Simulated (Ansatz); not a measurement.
# NaCl (Pm-3m) in Ansatz: elastic constants with PBE

Aim: the elastic constants of NaCl with PBE.

All numbers are computed with Ansatz 0.2.0; they aren't measurements. Logs are shortened: lines on timing, memory, paths and dates and some standing lists are left out, and cuts for length are marked.

**1. The structure**

It takes space group Pm-3m (No. 221, cubic). The conventional cell has a = 3.502 Å, b = 3.502 Å, c = 3.502 Å, α = 90.00°, β = 90.00°, γ = 90.00°. Cl (site symmetry m-3m) has 8 Na at 3.03 Å as nearest neighbours. Na (site symmetry m-3m) has 8 Cl at 3.03 Å as nearest neighbours.

Measurements of this composition are mostly on another form, of space group No. 225.

**2. Elastic constants, PBE**

Input file input.yaml:

```yaml
crystal:
  lattice:
    - [3.50219, 0.0, 0.0]
    - [0.0, 3.50219, 0.0]
    - [0.0, 0.0, 3.50219]
  atoms:
    - { symbol: Cl, position: [0.5, 0.5, 0.5] }
    - { symbol: Na, position: [0.0, 0.0, 0.0] }
kpoints:
  mp_grid: { grid: [6, 6, 6] }
scf:
  occupations: { method: fermi_dirac, width: 0.05 }
hamiltonian:
  xc: pbe
  pseudopotentials: { kind: all_electron, lapw: { basis_error: 0.001 } }
output:
  forces: true
  stress: true
elastic:
  mode: relaxed_ion
  stencil: two_point
```

Potentials or basis: all-electron LAPW, scalar-relativistic.

Launch:

```console
ansatz run input.yaml --threads 1 --pin off --max-ram 3072MiB --backend cpu --events-out ev --progress --plain --runs-dir out
```

Standard output:

```text
Warning: RAYON_NUM_THREADS=1 ignored (pool sized by the plan → 1); use --threads N
LAPW: plane waves up to 6.298 Å⁻¹, error target 1.0e-3 eV per atom; small_component_spin mean_spin; Na in spheres of 1.451 Å, 9 of its electrons in bands, Dirac shells []; Cl in spheres of 1.491 Å, 15 of its electrons in bands, Dirac shells [] (how accurate: hamiltonian.pseudopotentials.lapw.basis_error, Limitations)
Engine: ansatz 0.2.0, aarch64-unknown-linux-gnu
Pseudopotentials: kind: all_electron
Pseudopotential: Cl, LAPW, valence charge 15, lapw/all_electron/scalar/gaussian/Cl, Koelling and Harmon's equation, gaussian nucleus
Pseudopotential: Na, LAPW, valence charge 9, lapw/all_electron/scalar/gaussian/Na, Koelling and Harmon's equation, gaussian nucleus
Functional definition: PBE
  parameter kappa = 0.804
  parameter beta = 0.06672455060314922
  exchange = pbe_x(kappa = kappa, mu = beta*pi^2/3)
  correlation = pbe_c(beta = beta)
Crystal: 2 atoms, lattice volume = 42.956 Å³
Basis set: ecut = 151.1103660379424 eV, 179 PW (Γ), exchange–correlation at level 2
Bands: 16, of which v1, the nominal top of the filled ones, is band 12 counted from 1 (11 counted from 0)
Symmetry: 48 space group operations
Space group: Pm-3m (ITA 221), of the structure as read, at distance tolerance 3.5e-5 Å
k-points: 20 of 216
Non-local potential: Cl, projectors of the file, none
Non-local potential: Na, projectors of the file, none
Initial density: superposition of atomic densities (chi_scale 0.1, normalization cell, long waves kept (reshape's long-wave potential 0.00 eV rms))
Initial wavefunctions: plane waves of lowest kinetic energy (no species holds an atomic orbital)
Functional: x = pbe(κ = 0.804, μ = 0.2195149727645171), c = pbe(β = 0.06672455060314922)
iter 1 solved again at ethr=1.75e-3 eV; its pass at ethr=1.00e-1 eV (dr2=4.21e-1 eV) is discarded
SCF iter   1: F=—  HF=-16981.691411 eV  |F-HF|=—  |Δ(HF+E_count)|=         —  Δρ=2.10e-2  dr2=4.21e-1  ethr=1.75e-3  ⟨swp⟩=2.1  Hψ=2058  notcnv=0
preconditioner: auto → none  [insulator: Δε(μ)=4.800 eV  Ē_g=20.769 eV  σ=0.050 eV  W_gap=1.00  n_scr=6 (ndim 8)  ℏωp=21.2 eV  f_vac=0.000  D(μ)=0.00/eV (n_scr^D=0)  ε∞_Penn≈2.0]
iter 2 solved again at ethr=1.02e-4 eV; its pass at ethr=1.75e-3 eV (dr2=2.46e-2 eV) is discarded
SCF iter   2: F=—  HF=-16981.439121 eV  |F-HF|=—  |Δ(HF+E_count)|=   2.52e-1  Δρ=5.02e-3  dr2=2.46e-2  ethr=1.02e-4  ⟨swp⟩=2.0  Hψ=1687  notcnv=0
SCF iter   3: F=—  HF=-16981.436162 eV  |F-HF|=—  |Δ(HF+E_count)|=         —  Δρ=2.76e-3  dr2=7.45e-3  ethr=1.02e-4  ⟨swp⟩=2.0  Hψ=996  notcnv=0
the basis was enlarged: its passes take 58.2 KiB over the memory plan, 1 of 1 planned eigensolver slots
SCF iter   4: F=—  HF=-16981.437769 eV  |F-HF|=—  |Δ(HF+E_count)|=   1.61e-3  Δρ=1.70e-4  dr2=1.44e-5  ethr=3.10e-5  ⟨swp⟩=2.6  Hψ=1012  notcnv=0
SCF iter   5: F=—  HF=-16981.437824 eV  |F-HF|=—  |Δ(HF+E_count)|=   5.57e-5  Δρ=3.77e-5  dr2=5.52e-7  ethr=6.01e-8  ⟨swp⟩=3.0  Hψ=997  notcnv=0
SCF iter   6: F=—  HF=-16981.437826 eV  |F-HF|=—  |Δ(HF+E_count)|=   1.86e-6  Δρ=1.51e-5  dr2=8.87e-8  ethr=2.30e-9  ⟨swp⟩=3.0  Hψ=985  notcnv=0
SCF iter   7: F=—  HF=-16981.437827 eV  |F-HF|=—  |Δ(HF+E_count)|=   5.53e-7  Δρ=1.67e-6  dr2=1.22e-9  ethr=3.70e-10  ⟨swp⟩=3.0  Hψ=1013  notcnv=0
SCF iter   8: F=—  HF=-16981.437827 eV  |F-HF|=—  |Δ(HF+E_count)|=   8.26e-9  Δρ=1.61e-7  dr2=1.37e-11  ethr=5.10e-12  ⟨swp⟩=3.0  Hψ=1029  notcnv=0
SCF iter   9: F=-16981.437827 eV  HF=-16981.437827 eV  |F-HF|=3.64e-12  |Δ(HF+E_count)|=  1.53e-10  Δρ=7.50e-9  dr2=2.59e-14  ethr=2.68e-12 (applied; sched 1.00e-12)  ⟨swp⟩=2.1  Hψ=923  notcnv=0
SCF 1 converged in 9 iterations: F = -16981.437827 eV  dr2 = 2.59e-14
Crystal: 2 atoms, lattice volume = 42.870 Å³
Basis set: ecut = 151.31218292488217 eV, 179 PW (Γ), exchange–correlation at level 2
Symmetry: 16 space group operations
k-points: 40 of 216
Initial density: handed on by an earlier stage of this run
[... 11 lines left out ...]
SCF 2 converged in 7 iterations: F = -16981.437719 eV  dr2 = 6.45e-15
Crystal: 2 atoms, lattice volume = 43.041 Å³
Basis set: ecut = 150.90922075481842 eV, 179 PW (Γ), exchange–correlation at level 2
iter 1 solved again at ethr=1.23e-8 eV; its pass at ethr=1.00e-1 eV (dr2=2.96e-6 eV) is discarded
SCF iter   1: F=—  HF=-16981.437854 eV  |F-HF|=—  |Δ(HF+E_count)|=         —  Δρ=3.50e-5  dr2=1.12e-6  ethr=1.23e-8  ⟨swp⟩=7.2  Hψ=6058  notcnv=0
preconditioner: auto → none  [insulator: Δε(μ)=3.970 eV  Ē_g=13.409 eV  σ=0.050 eV  W_gap=1.00  n_scr=6 (ndim 8)  ℏωp=16.0 eV  f_vac=0.083  D(μ)=0.00/eV (n_scr^D=0)  ε∞_Penn≈2.4]
SCF iter   2: F=—  HF=-16981.437851 eV  |F-HF|=—  |Δ(HF+E_count)|=   2.98e-6  Δρ=1.29e-5  dr2=1.19e-7  ethr=4.66e-9  ⟨swp⟩=2.0  Hψ=1825  notcnv=0
[... 15 lines left out ...]
iter 3 solved again at ethr=1.54e-12 eV; its pass at ethr=4.60e-10 eV (dr2=3.68e-10 eV) is discarded
SCF iter   3: F=—  HF=-16981.437828 eV  |F-HF|=—  |Δ(HF+E_count)|=   1.22e-7  Δρ=1.02e-6  dr2=3.71e-10  ethr=2.04e-12 (applied; sched 1.54e-12)  ⟨swp⟩=3.0  Hψ=4290  notcnv=0
SCF iter   4: F=—  HF=-16981.437828 eV  |F-HF|=—  |Δ(HF+E_count)|=   1.04e-9  Δρ=1.05e-7  dr2=7.97e-12  ethr=2.84e-12 (applied; sched 1.54e-12)  ⟨swp⟩=3.0  Hψ=2525  notcnv=0
SCF iter   5: F=—  HF=-16981.437828 eV  |F-HF|=—  |Δ(HF+E_count)|=  7.28e-12  Δρ=2.13e-8  dr2=8.26e-14  ethr=2.63e-12 (applied; sched 1.00e-12)  ⟨swp⟩=2.0  Hψ=2373  notcnv=0
SCF iter   6: F=-16981.437828 eV  HF=-16981.437828 eV  |F-HF|=3.64e-12  |Δ(HF+E_count)|=  1.09e-11  Δρ=5.30e-9  dr2=5.83e-15  ethr=2.63e-12 (applied; sched 1.00e-12)  ⟨swp⟩=2.0  Hψ=2373  notcnv=0
SCF 4 converged in 6 iterations: F = -16981.437828 eV  dr2 = 5.83e-15
iter 1 solved again at ethr=4.59e-9 eV; its pass at ethr=1.00e-1 eV (dr2=1.10e-6 eV) is discarded
SCF iter   1: F=—  HF=-16981.437830 eV  |F-HF|=—  |Δ(HF+E_count)|=         —  Δρ=2.95e-5  dr2=4.64e-7  ethr=4.59e-9  ⟨swp⟩=8.3  Hψ=8128  notcnv=0
SCF iter   2: F=—  HF=-16981.437828 eV  |F-HF|=—  |Δ(HF+E_count)|=   2.40e-6  Δρ=1.47e-5  dr2=1.10e-7  ethr=1.94e-9  ⟨swp⟩=2.0  Hψ=2373  notcnv=0
iter 3 solved again at ethr=1.54e-12 eV; its pass at ethr=4.60e-10 eV (dr2=3.69e-10 eV) is discarded
SCF iter   3: F=—  HF=-16981.437828 eV  |F-HF|=—  |Δ(HF+E_count)|=   1.22e-7  Δρ=1.02e-6  dr2=3.71e-10  ethr=2.04e-12 (applied; sched 1.54e-12)  ⟨swp⟩=2.9  Hψ=4278  notcnv=0
SCF iter   4: F=—  HF=-16981.437828 eV  |F-HF|=—  |Δ(HF+E_count)|=   1.05e-9  Δρ=1.09e-7  dr2=8.54e-12  ethr=2.84e-12 (applied; sched 1.54e-12)  ⟨swp⟩=3.0  Hψ=2526  notcnv=0
SCF iter   5: F=—  HF=-16981.437828 eV  |F-HF|=—  |Δ(HF+E_count)|=  1.09e-11  Δρ=2.14e-8  dr2=8.24e-14  ethr=2.63e-12 (applied; sched 1.00e-12)  ⟨swp⟩=2.0  Hψ=2373  notcnv=0
SCF iter   6: F=-16981.437828 eV  HF=-16981.437828 eV  |F-HF|=7.28e-12  |Δ(HF+E_count)|=  1.09e-11  Δρ=5.28e-9  dr2=5.83e-15  ethr=2.63e-12 (applied; sched 1.00e-12)  ⟨swp⟩=2.0  Hψ=2373  notcnv=0
SCF 5 converged in 6 iterations: F = -16981.437828 eV  dr2 = 5.83e-15
SCF converged after 9 iterations
Free energy (F): -16981.437827 eV
Harris-Foulkes:  -16981.437827 eV  (|F-HF|=3.64e-12)
Internal energy: -16981.437827 eV  (E = F + TS)
E sigma→0 (E₀):  -16981.437827 eV
Fermi energy:    4.587376 eV
--- Per-component energies (eV) ---
  E_band       = -1790.575972
  E_kinetic    = 17049.103571
  E_xc         = -1159.826937
  E_electrostatic = -32870.714460  (all electrons and nuclei)
  E_smearing   = -0.000000  (= −TS)
  E_closure    = 0.000000  (closes the sum)
  E_atoms      = -16974.996915  (free atoms, spherical and without spin; not in F)
  Σ components = -16981.437827   (vs F -16981.437827, Δ=0.00e0)
  Basis errors (estimates in eV, not in F): energy 3.3e-4 per atom: plane waves 2.9e-4 (1.5e-4 summed), levels above the bands 1.3e-85, relativity 1.5e-8, radial functions 4.5e-5, core shells 1.9e-15; eigenvalues (radial functions only) 1.0e-4; not estimated: angular momenta, meshes, grids; target (lapw.basis_error) 1.0e-3; muffin-tin radii Na 1.451 Å, Cl 1.491 Å
--- Forces (eV/Å), atoms counted from 1 ---
  atom   1  Cl     0.00000000    -0.00000000     0.00000000
  atom   2  Na    -0.00000000    -0.00000000    -0.00000000
  max |Σ_I F_I| component: 1.12e-30 eV/Å
--- Stress (GPa, compression-positive) ---
        0.123032      -0.000000       0.000000
       -0.000000       0.123032       0.000000
        0.000000       0.000000       0.123032
  P = ⅓ Tr σ = 0.1230 GPa (1.230 kbar)
--- Band table (eV; the first three rows and the last of 20) ---
  k-point 0: bands = ["-241.3713", "-180.2813", "-180.2813", "-180.2813", "-47.6309", "-19.5292", "-19.5292", "-19.5292", "-10.8279", "2.0568", "2.0568", "2.0568", "6.5267", "11.0734", "11.0734", "18.0883"]
  k-point 1: bands = ["-241.3713", "-180.2813", "-180.2813", "-180.2813", "-47.6305", "-19.5393", "-19.5283", "-19.5283", "-10.7441", "1.2660", "2.1131", "2.1131", "7.2534", "11.3712", "11.6045", "16.2574"]
  k-point 2: bands = ["-241.3713", "-180.2813", "-180.2813", "-180.2813", "-47.6297", "-19.5596", "-19.5264", "-19.5264", "-10.5670", "0.0946", "2.2303", "2.2303", "8.5365", "11.7942", "12.2011", "14.8040"]
  k-point 19: bands = ["-241.3713", "-180.2813", "-180.2813", "-180.2813", "-47.6264", "-19.5556", "-19.5556", "-19.5556", "-9.9354", "0.7035", "0.7035", "0.7035", "9.6411", "9.6411", "9.6411", "14.2220"]
--- Elastic constants: 2 strain directions × 2 members + reference (group order 48) ---
  dense FFT box of the reference and of every strained cell: 16×16×16
  strains applied: 11, 23; error gains: componentwise 1.00 (the most a stress slope's error grows in a printed constant), spectral 1.73 (1 for all six strains in a standard setting)
  C = ∂σ_k/∂η_j (tension-positive GPa; Voigt order 11 22 33 23 13 12):
        77.073      0.891      0.891     -0.000     -0.000     -0.000
         0.891     77.073      0.891     -0.000     -0.000     -0.000
         0.891      0.891     77.073     -0.000     -0.000     -0.000
         0.000      0.000      0.000     -2.543     -0.000     -0.000
        -0.000     -0.000      0.000     -0.000     -2.543     -0.000
        -0.000      0.000      0.000     -0.000     -0.000     -2.543
  reference stress σ⁰ (GPa):     -0.123     -0.123     -0.123      0.000      0.000      0.000
  no Pulay correction (none for the plane-wave cutoff is built on LAPW): the batch's stresses and constants are at fixed plane waves
  C* (energy form; C + prestress term) asymmetry max|C*_kj − C*_jk| = 1.887e-15 GPa — a small one proves nothing (zero by symmetry where the batch's group is 432, −43m or m−3m); a large one is finite-difference/SCF noise where every solve meets its electron count
  moduli (Voigt/Reuss/Hill, GPa): K = 26.29/26.29/26.29   G = 13.71/-4.44/4.64   E = 13.14   ν = 0.417
  mechanically stable: NO (min eigenvalue of sym C = -2.54 GPa)
  where every solve meets its electron count the energy-path curvature estimates C_jj along a normal strain and C_jj − ¼(σ⁰_aa + σ⁰_bb) along a shear (ab), closely only under elastic.basis: deformed
  strain η (Voigt 11):  stress-route row diagonal C_11 = 77.07 GPa, energy-path curvature d²(F+E_count)/dδ²/Ω₀ = 77.05 GPa
         δ    σ_11 (GPa)             F (eV)   n_scf  n_hpsi   n_pw
    -2.000e-3      -0.2780      -16981.4377194       7   19239    192   relax 0 steps, max|allowed force component| 1.48e-31 eV/Å
     2.000e-3       0.0303      -16981.4378514       7   19027    192   relax 0 steps, max|allowed force component| 1.73e-31 eV/Å
  strain η (Voigt 23):  stress-route row diagonal C_44 = -2.54 GPa, energy-path curvature d²(F+E_count)/dδ²/Ω₀ = -2.50 GPa
         δ    σ_23 (GPa)             F (eV)   n_scf  n_hpsi   n_pw
    -2.000e-3       0.0051      -16981.4378281       6   22615    192   relax 0 steps, max|allowed force component| 4.78e-32 eV/Å
     2.000e-3      -0.0051      -16981.4378281       6   22641    192   relax 0 steps, max|allowed force component| 9.82e-32 eV/Å
```

Wall time 17 s (1 thread of Arm Neoverse V2, shared host); peak memory 0.27 GiB.

Results:

```
Free energy                     : -16981.4378 eV
Pressure                        : 0.1 GPa
Band gap on the k mesh          : 3.98 eV, indirect (least direct gap 4.47 eV)
Elastic constants C11, C12, C44 : 77, 1, -3 GPa
Voigt bulk modulus              : 26 GPa
```

Levels at points of the mesh, in eV from the valence-band top:
```
              k point  band 8  band 9  band 10  band 11  band 12  band 13  band 14  band 15  band 16
   (0.00, 0.00, 0.00)  -22.08  -13.38    -0.49    -0.49    -0.49     3.98     8.53     8.53    15.54
  (0.00, 0.00, -0.50)  -22.07  -13.02    -2.94    -0.26    -0.26     6.91     8.57    10.40    11.72
 (0.00, -0.50, -0.50)  -22.07  -12.75    -2.26    -2.26     0.00     5.53     9.83    11.03    11.03
(-0.50, -0.50, -0.50)  -22.10  -12.48    -1.84    -1.84    -1.84     7.09     7.09     7.09    11.67
```

Elastic tensor in Voigt notation (GPa, in the Cartesian axes of the cell as first typed):
```
77  1  1  0  0  0
 1 77  1  0  0  0
 1  1 77  0  0  0
 0  0  0 -3  0  0
 0  0  0  0 -3  0
 0  0  0  0  0 -3
```

Caveat: the elastic tensor has a negative eigenvalue, so either the cell is unstable as it stands or the mesh is too thin. PBE gaps usually lie below the measured ones, often by a third to a half.
